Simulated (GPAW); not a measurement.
# SnTe (Fm-3m) in GPAW: a series of runs, part 2 of 2

GPAW 26.7.0.

### Step 3. Single point, PBE

Contents of run.py:

```python
import spglib
from ase import Atoms
from ase.dft.bandgap import bandgap
from ase.io import read, write
from ase.units import GPa
from gpaw import GPAW, PW, setup_paths

setup_paths.insert(0, '.')

atoms = read('SnTe.cif')
cell, positions, numbers = spglib.find_primitive(
    (atoms.cell[:], atoms.get_scaled_positions(), atoms.numbers), symprec=1e-4)
atoms = Atoms(numbers, cell=cell, scaled_positions=positions, pbc=True)

calc = GPAW(mode=PW(450),
            xc='PBE',
            kpts={'size': (6, 6, 6), 'gamma': True},
            occupations={'name': 'fermi-dirac', 'width': 0.01},
            setups={'Sn': 'jth', 'Te': 'jth'},
            nbands=-9,
            convergence={'density': 1e-05, 'energy': 1e-05},
            maxiter=150,
            txt='gpaw.txt')
atoms.calc = calc
energy = atoms.get_potential_energy()
forces = atoms.get_forces()
stress = atoms.get_stress()
calc.write('gs.gpw')
write('result.traj', atoms)
print(f'Energy: {energy:.6f} eV')
print('Forces (eV/A):')
print(forces.round(4))
print('Stress (GPa):', (stress / GPa).round(3))
print('Fermi level:', round(calc.get_fermi_level(), 4), 'eV')
print(f'Gap: {bandgap(calc)[0]:.4f} eV, direct: {bandgap(calc, direct=True)[0]:.4f} eV')
```

SnTe.cif is that of step 2.

Potentials or basis: JTH PAW 2.0, PBE, pw.

Launch:

```bash
> OMP_NUM_THREADS=1 python run.py
```

Run time: 11 s. Hardware: 1 thread of Arm Neoverse V1, shared host; peak memory 0.15 GiB.

It converged, with:

```
Free energy            : -7.4518 eV
Pressure               : 2.4 GPa
Band gap on the k mesh : 0.12 eV, direct
```

Levels at points of the mesh, in eV from the valence-band top:
```csv
k point,band 6,band 7,band 8,band 9,band 10,band 11,band 12,band 13,band 14,band 15
"(0.00, 0.00, 0.00)",-12.82,-4.71,-2.15,-2.15,-2.15,3.43,3.43,3.43,4.81,4.81
"(0.50, 0.50, 0.00)",-11.24,-6.51,-5.58,-3.75,-3.75,2.19,4.97,4.97,6.37,9.34
"(0.50, 0.50, 0.50)",-11.54,-8.35,-1.81,-1.81,0.00,0.12,0.34,0.34,7.93,8.91
```

Caveat: the cutoff is short for stress and forces, so pressures can be off by a GPa or more; the program truncates these outside data sets; spin-orbit coupling is left out, which moves the levels of the heavy elements.

### Step 4. Single point, PBE

Edit run.py of step 3 so:

```diff
@@ -1,3 +1 @@
-import spglib
-from ase import Atoms
 from ase.dft.bandgap import bandgap
@@ -9,6 +7,3 @@
 
-atoms = read('SnTe.cif')
-cell, positions, numbers = spglib.find_primitive(
-    (atoms.cell[:], atoms.get_scaled_positions(), atoms.numbers), symprec=1e-4)
-atoms = Atoms(numbers, cell=cell, scaled_positions=positions, pbc=True)
+atoms = read('POSCAR')
 
@@ -18,4 +13,3 @@
             occupations={'name': 'fermi-dirac', 'width': 0.01},
-            setups={'Sn': 'jth', 'Te': 'jth'},
-            nbands=-9,
+            nbands=19,
             convergence={'density': 1e-05, 'energy': 1e-05},
```

Contents of POSCAR:

```
SnTe
1.0
    0.0000000000      3.1508500000      3.1508500000
    3.1508500000      0.0000000000      3.1508500000
    3.1508500000      3.1508500000      0.0000000000
Te Sn
1 1
Direct
    0.5000000000      0.5000000000      0.5000000000
    0.0000000000      0.0000000000      0.0000000000
```

Potentials or basis: PAW data sets generated in the run's folder for this functional, pw.

Launch:

```bash
> gpaw-setup -f PBE Sn Te
> OMP_NUM_THREADS=1 python run.py
```

gpaw.txt:

```text
__  _  _
 | _ |_)|_||  |
 |__||  | ||/\| - 26.7.0

Input parameters:
  mode=PW(ecut=450.00000000000006),
  convergence={'density': 1e-05, 'energy': 1e-05},
  kpts=MonkhorstPack(size=(6, 6, 6), gamma=True),
  maxiter=150,
  nbands=19,
  occupations=Occupations(name='fermi-dirac', width=0.01),
  xc=XC(name='PBE')

Diagonalizing LCAO Hamiltonian
Converting LCAO to pw mode

                 Te

       Sn

Atoms  # Å, Bohr magnetons
|   | symbol |        x |        y |        z |    initial magnetic moments |
|---|--------|----------|----------|----------|-----------------------------|
| 0 |     Te | 3.150850 | 3.150850 | 3.150850 | ( 0.0000,  0.0000,  0.0000) |
| 1 |     Sn | 0.000000 | 0.000000 | 0.000000 | ( 0.0000,  0.0000,  0.0000) |

Unit cell  # Å
| periodic |        x |        y |        z |  lengths |    angles |
|----------|----------|----------|----------|----------|-----------|
|      yes | 0.000000 | 3.150850 | 3.150850 | 4.455975 | 60.000000 |
|      yes | 3.150850 | 0.000000 | 3.150850 | 4.455975 | 60.000000 |
|      yes | 3.150850 | 3.150850 | 0.000000 | 4.455975 | 60.000000 |

Number of symmetries: 48
Symmetry operations  # r_c * U_cc + t_c -> r_c
|    | kind |            matrix            |
|----|------|------------------------------|
|  0 |  σ   |  1, 0, 0,  1, 0,-1,  1,-1, 0 |
|  1 |  C2  |  1, 0, 0,  1,-1, 0,  1, 0,-1 |
|  2 |  E   |  1, 0, 0,  0, 1, 0,  0, 0, 1 |
|  3 |  σ   |  1, 0, 0,  0, 0, 1,  0, 1, 0 |
|  4 |  C4  |  1, 0,-1,  1, 0, 0,  1,-1, 0 |
|  5 |  S6  |  1, 0,-1,  1,-1, 0,  1, 0, 0 |
|  6 |  σ   |  1, 0,-1,  0, 1,-1,  0, 0,-1 |
[... 165 lines left out ...]
- Maximum integral of absolute [eigenst]ate change: 4e-08 eV^2 / valence electron
maximum number of iterations: 150

SCF iterations
|iter     | |      energy | eigst |  dens |
|---------|-|-------------|-------|-------|
|iter:   1| |   -7.802160 | -0.19 |       |
|iter:   2| |   -7.795899 | -2.34 | -1.48 |
|iter:   3| |   -7.765125 | -2.72 | -1.52 |
|iter:   4| |   -7.766399 | -4.18 | -2.11 |
|iter:   5| |   -7.766614 | -4.82 | -2.61 |
|iter:   6| |   -7.766621 | -6.25 | -3.32 |
|iter:   7| |   -7.766622c| -7.59c| -4.17 |
|iter:   8| |   -7.766622c| -7.65c| -4.71 |
|iter:   9| |   -7.766622c| -8.18c| -5.80c|

Converged in 9 steps
Energy contributions relative to reference atoms: (reference = -352801.379634)

Energy contributions:
  Kinetic:          15.139453
  Coulomb:         -15.198468
  Zero:              0.183684
  External:          0.000000
  Xc:               -7.891279
  Entropy:          -0.000024
  Spinorbit:         0.000000
  ----------------------------
  Free energy:      -7.766633
  Extrapolated:     -7.766622

dipole moment: (-21.371213, -21.371213, -21.371213)  # |e|*Ang

Fermi level: 6.520
Eigenvalues  # (at kpt = [0.000, 0.000, 0.000])
| band index |      eig [eV] | occ [0-2] |
|------------|---------------|-----------|
|          0 |       -15.437 |     2.000 |
|        ... |               |           |
|          2 |       -15.430 |     2.000 |
|          3 |       -15.430 |     2.000 |
|          4 |       -15.430 |     2.000 |
|          5 |        -6.331 |     2.000 |
|          6 |         1.797 |     2.000 |
|          7 |         4.305 |     2.000 |
[... 9 lines left out ...]
|         17 |        13.375 |     0.000 |
|         18 |        13.375 |     0.000 |

Gap: 0.105 eV
Transition (v -> c):
  (s=0, k=15, n=9, [0.50, 0.50, 0.50]) -> (s=0, k=15, n=10, [0.50, 0.50, 0.50])
No difference between direct/indirect transitions

Forces  # eV/Ang
|        x |        y |        z |
|----------|----------|----------|
|  0.00000 | -0.00000 | -0.00000 |  # Te   0
| -0.00000 | -0.00000 |  0.00000 |  # Sn   1

Stress tensor  # eV/Ang^3
|         x |         y |         z |
|-----------|-----------|-----------|
| -0.007172 |  0.000000 | -0.000000 |
|  0.000000 | -0.007172 |  0.000000 |
| -0.000000 |  0.000000 | -0.007172 |

# Writing to gs.gpw (mode='')
```

Wall time 14 s (1 thread of Arm Neoverse V1, shared host); peak memory 0.15 GiB.

What came out:

```yaml
Free_energy: -7.7666 eV
Pressure: 1.1 GPa
Band_gap_on_the_k_mesh: 0.11 eV, direct
```

Caveat: the cutoff is short for stress and forces, so pressures can be off by a GPa or more; spin-orbit coupling is left out, which moves the levels of the heavy elements.

### Step 5. Single point, r2SCAN (volume scaled by 0.96)

Edit run.py of step 4 so:

```diff
@@ -3,5 +3,3 @@
 from ase.units import GPa
-from gpaw import GPAW, PW, setup_paths
-
-setup_paths.insert(0, '.')
+from gpaw import GPAW, PW
 
@@ -9,7 +7,8 @@
 
-calc = GPAW(mode=PW(450),
-            xc='PBE',
+calc = GPAW(mode=PW(500),
+            xc='MGGA_X_R2SCAN+MGGA_C_R2SCAN',
             kpts={'size': (6, 6, 6), 'gamma': True},
             occupations={'name': 'fermi-dirac', 'width': 0.01},
-            nbands=19,
+            setups={'Te': '16'},
+            nbands=-9,
             convergence={'density': 1e-05, 'energy': 1e-05},
```

Contents of POSCAR:

```
SnTe
1.0
    0.0000000000      3.1082657258      3.1082657258
    3.1082657258      0.0000000000      3.1082657258
    3.1082657258      3.1082657258      0.0000000000
Te Sn
1 1
Direct
    0.5000000000      0.5000000000      0.5000000000
    0.0000000000      0.0000000000      0.0000000000
```

Potentials or basis: GPAW PAW data sets (gpaw-data 1.2.1), other valence, pw.

Launch:

```bash
> OMP_NUM_THREADS=1 python run.py
```

It took 66 s on 1 thread of Arm Neoverse V1, shared host; peak memory 0.33 GiB.

Results (log left out):

| Quantity | Value |
| --- | --- |
| Free energy | -37.5000 eV |
| Pressure | 2.6 GPa |
| Band gap on the k mesh | 0.04 eV, direct |

Levels at points of the mesh, in eV from the valence-band top:
```
           k point  band 12  band 13  band 14  band 15  band 16  band 17  band 18  band 19
(0.00, 0.00, 0.00)    -4.57    -2.66    -2.66    -2.66     3.53     3.53     3.53     4.63
(0.50, 0.50, 0.00)    -6.86    -6.34    -4.39    -4.39     1.95     5.31     5.31     7.00
(0.50, 0.50, 0.50)    -9.09    -2.28    -2.28     0.00     0.04     0.04     0.18     8.37
```

Caveat: the cutoff is short for stress and forces, so pressures can be off by a GPa or more; the PAW data sets were made with another functional, which shifts forces and pressure a little; spin-orbit coupling is left out, which moves the levels of the heavy elements. A k mesh can miss the band edges.

### Step 6. Summary

| level | potentials or basis | cell | cutoff (eV) | data set | gap on the mesh (eV) | pressure (GPa) |
| --- | --- | --- | --- | --- | --- | --- |
| PBE | GPAW PAW data sets (gpaw-data 1.2.1), other valence, pw | as given | 450 | Te 16 | 0.16 | 0.7 |
| PBE | JTH PAW 2.0, PBE, pw | as given | 450 | Sn jth, Te jth | 0.12 | 2.4 |
| PBE | PAW data sets generated in the run's folder for this functional, pw | as given | 450 | - | 0.11 | 1.1 |
| r2SCAN | GPAW PAW data sets (gpaw-data 1.2.1), other valence, pw | volume scaled by 0.96 | 500 | Te 16 | 0.04 | 2.6 |

Alike in all rows: task single point; no spin polarisation; k mesh 6 × 6 × 6; smearing fermi-dirac 0.01 eV.

Caveats: the cutoff is short for stress and forces, so pressures can be off by a GPa or more; spin-orbit coupling is left out, which moves the levels of the heavy elements; the program truncates these outside data sets (some runs); the PAW data sets were made with another functional, which shifts forces and pressure a little (some runs).

Total energies depend on the potentials used, so only differences within one code and one set of settings carry meaning.

### Step 7. Comparison with measurements

Step 2. Measured gap of SnTe: 0.18 eV (direct; 300 K; a printed reference work, textbook). This calculation gives 0.16 eV (-0.02 eV). Spin-orbit coupling on Sn, Te is left out. The value is that of PBE on a finite k mesh, which can miss the band edges, without temperature or zero-point motion. Semilocal functionals fall short of measured gaps as a rule.

Step 3. A measured gap of SnTe is 0.18 eV (direct; 300 K; a printed reference work, textbook); the calculated 0.12 eV misses it by -0.06 eV. Spin-orbit coupling on Sn, Te is left out. The value is that of PBE on a finite k mesh, which can miss the band edges, without temperature or zero-point motion. Semilocal functionals fall short of measured gaps as a rule.

Step 4. Against the measured gap of SnTe, 0.18 eV (direct; 300 K; a printed reference work, textbook), the calculated 0.11 eV is off by -0.07 eV. Spin-orbit coupling on Sn, Te is left out. The value is that of PBE on a finite k mesh, which can miss the band edges, without temperature or zero-point motion. Semilocal functionals fall short of measured gaps as a rule.
